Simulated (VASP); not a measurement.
# MoH4: single point with PBE

The system is MoH4.

```
H Mo
1.0
    -2.09126    2.09126    2.09126
     2.09126   -2.09126    2.09126
     2.09126    2.09126   -2.09126
H Mo
4 1
Direct
  0.00000 0.00000 0.50000
  0.50000 0.00000 0.00000
  0.00000 0.50000 0.00000
  0.50000 0.50000 0.50000
  0.00000 0.00000 0.00000
```

The cell was built by a generator and needn't be a form met in nature.

The cell isn't the ideal one: species swapped into the H4C type (I-43m, No. 217).

```
Program             : VASP 6.6.1
Task                : single point
Functional          : PBE
Potentials or basis : VASP PAW PBE potentials, release 64 (H, Mo_sv)
Cutoff              : 520 eV
k mesh              : 12 × 12 × 12
Occupations         : gaussian, width 0.1 eV
Spin                : no spin polarisation
```

| Quantity | Value |
| --- | --- |
| Pressure | -0.1 GPa |
| Band gap on the k mesh | none (metal or under the smearing width) |

Levels at points of the mesh, in eV from the Fermi level:
```csv
k point,band 5,band 6,band 7,band 8,band 9,band 10,band 11,band 12,band 13,band 14
"(0.00, 0.00, 0.00)",-8.97,-4.56,-4.56,-4.56,0.40,0.40,10.17,10.17,10.17,10.28
"(0.50, 0.00, 0.00)",-6.49,-5.15,-4.40,-0.21,0.07,0.39,0.58,1.98,7.93,9.79
"(0.50, 0.50, 0.50)",-2.82,-2.82,-2.82,-2.14,-2.14,0.34,0.34,0.34,3.30,5.69
```

Run time: 36 s on 1 thread of Intel(R) Xeon(R) Platinum 8259CL CPU @ 2.50GHz (Skylake/Cascade Lake) (shared host), peak memory 0.18 GiB.
